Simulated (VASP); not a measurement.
# GaSb (F-43m) in VASP: notebook

GaSb is run at these levels: r2SCAN; tasks: single point.

Everything below comes from runs of VASP 6.6.1. Logs are shortened: lines on timing, memory, paths and dates and some standing lists are left out, and cuts for length are marked.

**Experimental background.**

From a printed reference work, data compilation, for a bulk crystal of GaSb at 4.2 K: band gap 0.811 eV (direct).

How close the calculation comes is told below.

## (1) The cell of the first run

The structure is cubic, space group F-43m (No. 216). Conventional cell: a = 6.134 Å, b = 6.134 Å, c = 6.134 Å, α = 90.00°, β = 90.00°, γ = 90.00°. Within 3.5 Å of Ga (site symmetry -43m) lie 4 Sb at 2.66 Å. Within 3.5 Å of Sb (site symmetry -43m) lie 4 Ga at 2.66 Å.

## (2) Single point, r2SCAN

Input file POSCAR:

```
GaSb
1.0
    0.0000000000      3.0667582400      3.0667582400
    3.0667582400      0.0000000000      3.0667582400
    3.0667582400      3.0667582400      0.0000000000
Ga Sb
1 1
Direct
    0.0000000000      0.0000000000      0.0000000000
    0.2500000000      0.2500000000      0.2500000000
```

Input file INCAR.step1:

```
  ALGO = Normal
  EDIFF = 1E-4
  ENCUT = 520
  GGA = PE
  ISMEAR = -1
  LASPH = True
  LCHARG = False
  LREAL = False
  LWAVE = True
  NBANDS = 16
  NELM = 100
  PREC = Accurate
  SIGMA = 0.1
```

Input file INCAR.step2:

```
  ALGO = Normal
  EDIFF = 1E-6
  ENCUT = 520
  ISIF = 2
  ISMEAR = -1
  ISTART = 1
  LASPH = True
  LCHARG = False
  LMIXTAU = True
  LREAL = False
  LWAVE = False
  METAGGA = R2SCAN
  NBANDS = 16
  NELM = 100
  PREC = Accurate
  SIGMA = 0.1
```

Input file KPOINTS:

```
k-points
0
Gamma
  10 10 10
```

Potentials or basis: VASP PAW PBE potentials, release 64 (Ga_d, Sb).

Run with:

```bash
$ cat potpaw_PBE.64/Ga_d/POTCAR potpaw_PBE.64/Sb/POTCAR > POTCAR
$ cp INCAR.step1 INCAR
$ mpirun -np 1 vasp_std > vasp.out
$ cp INCAR.step2 INCAR
$ mpirun -np 1 vasp_std > vasp.out
```

OUTCAR:

```text
EDIFF = 1E-6
   ENCUT = 520
   ISIF = 2
   ISMEAR = -1
   ISTART = 1
   LASPH = True
   LREAL = False
   METAGGA = R2SCAN
   NELM = 100
   PREC = Accurate

 ion  position               nearest neighbor table
   1  0.000  0.000  0.000-   2 2.66   2 2.66   2 2.66   2 2.66
   2  0.250  0.250  0.250-   1 2.66   1 2.66   1 2.66   1 2.66

  LATTYP: Found a face centered cubic cell.
 ALAT       =     6.1335164800

  Lattice vectors:

 A1 = (   0.0000000000,   3.0667582400,   3.0667582400)
 A2 = (   3.0667582400,   0.0000000000,   3.0667582400)
 A3 = (   3.0667582400,   3.0667582400,   0.0000000000)

Analysis of symmetry for initial positions (statically):
=====================================================================
 Subroutine PRICEL returns:
 Original cell was already a primitive cell.

 Routine SETGRP: Setting up the symmetry group for a
 face centered cubic supercell.

 Subroutine GETGRP returns: Found 24 space group operations
 (whereof 24 operations were pure point group operations)
 out of a pool of 48 trial point group operations.

The static configuration has the point symmetry T_d .

Analysis of symmetry for dynamics (positions and initial velocities):
=====================================================================
 Subroutine PRICEL returns:
 Original cell was already a primitive cell.

 Routine SETGRP: Setting up the symmetry group for a
 face centered cubic supercell.

 Subroutine GETGRP returns: Found 24 space group operations
 (whereof 24 operations were pure point group operations)
 out of a pool of 48 trial point group operations.

The dynamic configuration has the point symmetry T_d .

 Subroutine INISYM returns: Found 24 space group operations
 (whereof 24 operations are pure point group operations),
 and found     1 'primitive' translations

----------------------------------------------------------------------------------------

                                     Primitive cell

  volume of cell :      57.6858

  direct lattice vectors                    reciprocal lattice vectors
     0.000000000  3.066758240  3.066758240    -0.163038610  0.163038610  0.163038610
     3.066758240  0.000000000  3.066758240     0.163038610 -0.163038610  0.163038610
     3.066758240  3.066758240  0.000000000     0.163038610  0.163038610 -0.163038610

  length of vectors
     4.337051096  4.337051096  4.337051096     0.282391156  0.282391156  0.282391156

  position of ions in fractional coordinates (direct lattice)
     0.000000000  0.000000000  0.000000000
     0.250000000  0.250000000  0.250000000

  ion indices of the primitive-cell ions
   primitive index   ion index
                 1           1
                 2           2

----------------------------------------------------------------------------------------

 KPOINTS: k-points

Automatic generation of k-mesh.
 Grid dimensions read from file:
 generate k-points for:   10   10   10

 Generating k-lattice:

  Cartesian coordinates                     Fractional coordinates (reciprocal lattice)
    -0.016303861  0.016303861  0.016303861     0.100000000  0.000000000  0.000000000
     0.016303861 -0.016303861  0.016303861     0.000000000  0.100000000  0.000000000
     0.016303861  0.016303861 -0.016303861     0.000000000  0.000000000  0.100000000

  Length of vectors
     0.028239116  0.028239116  0.028239116

  Shift w.r.t. Gamma in fractional coordinates (k-lattice)
     0.000000000  0.000000000  0.000000000

 Subroutine IBZKPT returns following result:
 ===========================================

 Found     47 irreducible k-points:

 Following reciprocal coordinates:
            Coordinates               Weight
  0.000000  0.000000  0.000000      1.000000
  0.100000  0.000000  0.000000      8.000000
  0.200000  0.000000  0.000000      8.000000
  0.300000  0.000000  0.000000      8.000000
  0.400000  0.000000  0.000000      8.000000
  0.500000  0.000000  0.000000      4.000000
[... 16 lines left out ...]
  0.300000  0.300000  0.000000      6.000000
  0.400000  0.300000  0.000000     24.000000
 [... further k-points ...]
   k-points           NKPTS =     47   k-points in BZ     NKDIM =     47   number of bands    NBANDS=     16
   number of dos      NEDOS =    301   number of ions     NIONS =      2
   total plane-waves  NPLWV =  32768
   dimension x,y,z NGX =    32 NGY =   32 NGZ =   32
   dimension x,y,z NGXF=    64 NGYF=   64 NGZF=   64
   ions per type =               1   1
   NGX,Y,Z   is equivalent  to a cutoff of  12.27, 12.27, 12.27 a.u.
   NGXF,Y,Z  is equivalent  to a cutoff of  24.53, 24.53, 24.53 a.u.
 SYSTEM =  unknown system
   PREC   = accura    normal or accurate (medium, high low for compatibility)
   ISTART =      1    job   : 0-new  1-cont  2-samecut
   ICHARG =      0    charge: 1-file 2-atom 10-const
   ISPIN  =      1    spin polarized calculation?
   LNONCOLLINEAR =      F non collinear calculations
   LSORBIT =      F    spin-orbit coupling
   LASPH  =      T    aspherical Exc in radial PAW
   ENCUT  =  520.0 eV  38.22 Ry    6.18 a.u.   8.06  8.06  8.06*2*pi/ulx,y,z
   NELM   =    100;   NELMIN=  2; NELMDL=  0     # of ELM steps
   EDIFF  = 0.1E-05   stopping-criterion for ELM
   LREAL  =      F    real-space projection
   EDIFFG = 0.1E-04   stopping-criterion for IOM
   NSW    =      0    number of steps for IOM
   IBRION =     -1    ionic relax: 0-MD 1-quasi-New 2-CG
   NFREE  =      0    steps in history (QN), initial steepest desc. (CG)
   ISIF   =      2    stress and relaxation
   ISYM   =      2    0-nonsym 1-usesym 2-fastsym
   POTIM  = 0.5000    time-step for ionic-motion
   TEBEG  =    0.0;   TEEND  =   0.0 temperature during run
   PSTRESS=    0.0 pullay stress
   NELECT =      18.0000    total number of electrons
   NUPDOWN=      -1.0000    fix difference up-down
   EMIN   =  10.00;   EMAX   =-10.00  energy-range for DOS
   EFERMI =   0.00;   METHOD = LEGACY
   ISMEAR =    -1;   SIGMA  =   0.10  broadening in eV -4-tet -1-fermi 0-gaus
   EFERMI_NEDOS =   21; number of points for ismear=-14 and -15
   IALGO  =     38    algorithm
   IMIX   =      4    mixing-type and parameters
     AMIX     =   0.40;   BMIX     =  1.00
     AMIX_MAG =   1.60;   BMIX_MAG =  1.00
  volume/ion in A,a.u.               =      28.84       194.64
  Fermi-wavevector in a.u.,A,eV,Ry     =   1.110391  2.098336 16.775565  1.232969
  Thomas-Fermi vector in A             =   2.246942
   LORBIT       =      0    0 simple, 1 ext, 2 COOP (PROOUT), +10 PAW based schemes
   METAGGA = R2SCAN    functional components
   LHFCALC =     F    Hartree Fock is set to
   AEXX    =    0.0000 exact exchange contribution
   IVDW    =     0    specifies the selected vdW correction
   LEPSILON=     F    determine dielectric tensor
   LRPA    =     F    only Hartree local field effects (RPA)
 non-spin polarized calculation
  energy-cutoff  :      520.00
  volume of cell :       57.69
 maximum number of plane-waves:      1588
   NGX = 17   NGY = 17   NGZ = 17

 number of electron      17.9999989 magnetization

 Free energy of the ion-electron system (eV)
  ---------------------------------------------------
  ext. energy  EPLUGINS =         0.00000000
  ---------------------------------------------------
  free energy    TOTEN  =       -37.60514187 eV

  energy without entropy =      -37.60436714  energy(sigma->0) =      -37.60475451

 E-fermi :   4.8899     XC(G=0):  -9.6867

 val. band max:        4.6060835665   @ k =   0.0000   0.0000   0.0000
 cond. band min:       4.9978153544   @ k =   0.0000   0.0000   0.0000
 fundamental gap:      0.3917317879
 Fermi energy:         4.8899350667

 k-point     1 :       0.0000    0.0000    0.0000
  band No.  band energies     occupation
      1     -10.8741      2.00000
      2     -10.8741      2.00000
      3     -10.8741      2.00000
      4     -10.8182      2.00000
      5     -10.8182      2.00000
      6      -7.2711      2.00000
[... 8 lines left out ...]
     15      13.6126      0.00000
     16      13.6126      0.00000

 k-point     2 :       0.1000    0.0000    0.0000
  band No.  band energies     occupation
      1     -10.8770      2.00000
      2     -10.8728      2.00000
      3     -10.8728      2.00000
      4     -10.8183      2.00000
      5     -10.8183      2.00000
      6      -7.1636      2.00000
[... 8 lines left out ...]
     15      13.0045      0.00000
     16      13.0045      0.00000

 k-point     3 :       0.2000    0.0000    0.0000
  band No.  band energies     occupation
      1     -10.8844      2.00000
      2     -10.8697      2.00000
      3     -10.8696      2.00000
      4     -10.8186      2.00000
      5     -10.8186      2.00000
      6      -6.8505      2.00000
[... 8 lines left out ...]
     15      12.5741      0.00000
     16      12.5741      0.00000

 k-point     4 :       0.3000    0.0000    0.0000
  band No.  band energies     occupation
      1     -10.8933      2.00000
      2     -10.8661      2.00000
      3     -10.8660      2.00000
      4     -10.8185      2.00000
      5     -10.8185      2.00000
      6      -6.3707      2.00000
[... 8 lines left out ...]
     15      12.8934      0.00000
     16      12.8934      0.00000

 k-point     5 :       0.4000    0.0000    0.0000
  band No.  band energies     occupation
      1     -10.9004      2.00000
      2     -10.8635      2.00000
      3     -10.8634      2.00000
      4     -10.8182      2.00000
      5     -10.8182      2.00000
      6      -5.8408      2.00000
[... 8 lines left out ...]
     15      13.9458      0.00000
     16      13.9458      0.00000

 k-point     6 :       0.5000    0.0000    0.0000
  band No.  band energies     occupation
      1     -10.9031      2.00000
      2     -10.8625      2.00000
      3     -10.8625      2.00000
      4     -10.8179      2.00000
      5     -10.8179      2.00000
      6      -5.5700      2.00000
[... 8 lines left out ...]
     15      15.0809      0.00000
     16      15.0809      0.00000
[... 267 lines left out ...]
 k-point    21 :      -0.3000    0.2000    0.0000
  band No.  band energies     occupation
      1     -10.9034      2.00000
      2     -10.8607      2.00000
      3     -10.8603      2.00000
      4     -10.8197      2.00000
      5     -10.8190      2.00000
      6      -5.6841      2.00000
[... 8 lines left out ...]
     15      13.5735      0.00000
     16      15.2509      0.00000

 k-point    22 :      -0.2000    0.2000    0.0000
  band No.  band energies     occupation
      1     -10.8970      2.00000
      2     -10.8646      2.00000
      3     -10.8626      2.00000
      4     -10.8201      2.00000
      5     -10.8181      2.00000
      6      -6.2001      2.00000
[... 8 lines left out ...]
     15      14.0181      0.00000
     16      14.4890      0.00000

 k-point    23 :       0.3000    0.3000    0.0000
  band No.  band energies     occupation
      1     -10.9064      2.00000
      2     -10.8572      2.00000
      3     -10.8572      2.00000
      4     -10.8258      2.00000
      5     -10.8152      2.00000
      6      -6.0340      2.00000
[... 8 lines left out ...]
     15      14.8308      0.00000
     16      15.2379      0.00000

 k-point    24 :       0.4000    0.3000    0.0000
  band No.  band energies     occupation
      1     -10.9118      2.00000
      2     -10.8544      2.00000
      3     -10.8539      2.00000
      4     -10.8269      2.00000
      5     -10.8149      2.00000
      6      -5.5859      2.00000
[... 8 lines left out ...]
     15      15.4584      0.00000
     16      15.6665      0.00000

 [... further k-points ...]
[... 5 lines left out ...]
  --------------------------------------------------------------------------------------
  -------------------------------------------------------------------------------------
  Total        0.0256107      0.0256107      0.0256107     -0.0000000      0.0000000     -0.0000000
  in kB        0.7113170      0.7113170      0.7113170     -0.0000000      0.0000000     -0.0000000
  external PRESSURE =       0.7113170 kB  Pullay stress =       0.0000000 kB

 VOLUME and BASIS-vectors are now :
 -----------------------------------------------------------------------------
  energy-cutoff  :      520.00
  volume of cell :       57.69
      direct lattice vectors                 reciprocal lattice vectors
     0.000000000  3.066758240  3.066758240    -0.163038610  0.163038610  0.163038610
     3.066758240  0.000000000  3.066758240     0.163038610 -0.163038610  0.163038610
     3.066758240  3.066758240  0.000000000     0.163038610  0.163038610 -0.163038610

 POSITION                                       TOTAL-FORCE (eV/Angst)
 -----------------------------------------------------------------------------------
      0.00000      0.00000      0.00000        -0.000000     -0.000000     -0.000000
      1.53338      1.53338      1.53338         0.000000      0.000000      0.000000
 -----------------------------------------------------------------------------------
    total drift:                               -0.000002     -0.000002     -0.000002

  FREE ENERGIE OF THE ION-ELECTRON SYSTEM (eV)
  ---------------------------------------------------
  free  energy   TOTEN  =       -37.6051418726 eV

  energy  without entropy=      -37.6043671426  energy(sigma->0) =      -37.60475451
```

It took 67 s on 1 thread of AMD EPYC 9R45 (Zen 5), shared host; peak memory 0.19 GiB.

What came out:

- Free energy: -37.6051 eV
- Pressure: 0.1 GPa
- Band gap on the k mesh: 0.39 eV

Levels at points of the mesh, in eV from the valence-band top:
| k point | band 6 | band 7 | band 8 | band 9 | band 10 | band 11 | band 12 | band 13 |
| --- | --- | --- | --- | --- | --- | --- | --- | --- |
| (0.00, 0.00, 0.00) | -11.88 | 0.00 | 0.00 | 0.00 | 0.39 | 2.98 | 2.98 | 2.98 |
| (0.50, 0.00, 0.00) | -10.18 | -6.54 | -1.20 | -1.20 | 0.67 | 4.01 | 4.01 | 6.93 |
| (0.50, 0.50, 0.00) | -9.30 | -7.01 | -2.67 | -2.67 | 1.13 | 1.49 | 9.21 | 9.21 |

Caveat: semilocal functionals underestimate gaps, and a narrow one can read as zero; the PAW data sets were made with another functional, which shifts forces and pressure a little; spin-orbit coupling is left out, which moves the levels of the heavy elements.

## (3) Single point, r2SCAN

This run uses another cell than the first one, of 29.42 Å³/atom.

Input file POSCAR:

```
GaSb
1.0
    0.0000000000      3.0870684900      3.0870684900
    3.0870684900      0.0000000000      3.0870684900
    3.0870684900      3.0870684900      0.0000000000
Ga Sb
1 1
Direct
    0.0000000000      0.0000000000      0.0000000000
    0.2500000000      0.2500000000      0.2500000000
```

Input file INCAR.step1:

```
SYSTEM = GaSb
ALGO = Normal
EDIFF = 1E-4
ENCUT = 520
GGA = PE
ISMEAR = -1
LASPH = .TRUE.
LCHARG = .FALSE.
LREAL = .FALSE.
LWAVE = .TRUE.
NBANDS = 16
NELM = 80
PREC = Accurate
SIGMA = 0.1
```

Input file INCAR.step2:

```
SYSTEM = GaSb
ALGO = Normal
EDIFF = 1E-7
ENCUT = 520
ISIF = 2
ISMEAR = -1
ISTART = 1
LASPH = .TRUE.
LCHARG = .FALSE.
LMIXTAU = .TRUE.
LREAL = .FALSE.
LWAVE = .FALSE.
METAGGA = R2SCAN
NBANDS = 16
NELM = 80
PREC = Accurate
SIGMA = 0.1
```

Input file KPOINTS:

```
k-points
0
G
  10 10 10
  0 0 0
```

Potentials or basis: VASP PAW PBE potentials, release 64 (Ga_d, Sb).

Run with:

```bash
$ cat potpaw_PBE.64/Ga_d/POTCAR potpaw_PBE.64/Sb/POTCAR > POTCAR
$ cp INCAR.step1 INCAR
$ mpirun -np 1 vasp_std > vasp.out
$ cp INCAR.step2 INCAR
$ mpirun -np 1 vasp_std > vasp.out
```

Wall time 87 s (1 thread of AMD EPYC 9R45 (Zen 5), shared host); peak memory 0.18 GiB.

It converged, with:

* Free energy: -37.6020 eV
* Pressure: -0.9 GPa
* Band gap on the k mesh: 0.24 eV

Levels at points of the mesh, in eV from the valence-band top:
| k point | band 7 | band 8 | band 9 | band 10 | band 11 | band 12 |
| --- | --- | --- | --- | --- | --- | --- |
| (0.00, 0.00, 0.00) | 0.00 | 0.00 | 0.00 | 0.24 | 2.99 | 2.99 |
| (0.50, 0.00, 0.00) | -6.44 | -1.17 | -1.17 | 0.62 | 4.01 | 4.01 |
| (0.50, 0.50, 0.00) | -6.92 | -2.60 | -2.60 | 1.15 | 1.53 | 9.08 |

Caveat: semilocal functionals underestimate gaps, and a narrow one can read as zero; the PAW data sets were made with another functional, which shifts forces and pressure a little; spin-orbit coupling is left out, which moves the levels of the heavy elements.

## (4) Comparison with measurements

Step 2. Against the measured gap of GaSb, 0.811 eV (direct; 4.2 K; a printed reference work, data compilation), the calculated 0.39 eV is off by -0.42 eV. Spin-orbit coupling on Ga, Sb is left out. The value is that of r2SCAN on a finite k mesh, which can miss the band edges, without temperature or zero-point motion.

Step 3. A measured gap of GaSb is 0.811 eV (direct; 4.2 K; a printed reference work, data compilation); the calculated 0.24 eV misses it by -0.57 eV. Spin-orbit coupling on Ga, Sb is left out. The value is that of r2SCAN on a finite k mesh, which can miss the band edges, without temperature or zero-point motion.
